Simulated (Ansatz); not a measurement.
Basis-set series for C$_{3}$H$_{6}$O, SMILES `CCC=O`. Total charge 0; spin multiplicity 1. The geometry is a stationary point of PBE0-D4/def2-TZVP. It is one conformer, not always the lowest.

```tsv
atom	x (Å)	y (Å)	z (Å)
C1	0.1691	0.9974	0.5668
C2	-0.2711	-0.4419	0.3287
C3	0.0146	-0.8802	-1.0759
O4	-0.7900	-1.3519	-1.8306
H5	0.0315	1.2767	1.6123
H6	1.2258	1.1348	0.3227
H7	-0.4096	1.6919	-0.0458
H8	-1.3339	-0.5861	0.5314
H9	0.2935	-1.1101	0.9921
H10	1.0702	-0.7305	-1.4017
```

```csv
functional,basis,functions,energy (Eh),HOMO (eV),LUMO (eV)
PBE0-D4,def2-SVP,86,-192.77772,-7.23,-0.46
PBE0-D4,def2-TZVPP,208,-192.99660,-7.38,-0.68
ωB97M-V,def2-SVP,86,-192.90292,-9.63,1.92
ωB97M-V,def2-TZVPP,208,-193.13220,-9.79,1.59
```

(1) Give the rows for def2-QZVPP. (Estimate.)

## Answers

(1) Computed: 
```
functional       basis  functions  energy (Eh)  HOMO (eV)  LUMO (eV)
   PBE0-D4  def2-QZVPP        408   -193.00747      -7.41      -0.75
   ωB97M-V  def2-QZVPP        408   -193.14285      -9.82       1.39
```

Positive LUMOs are unbound and depend on the basis.
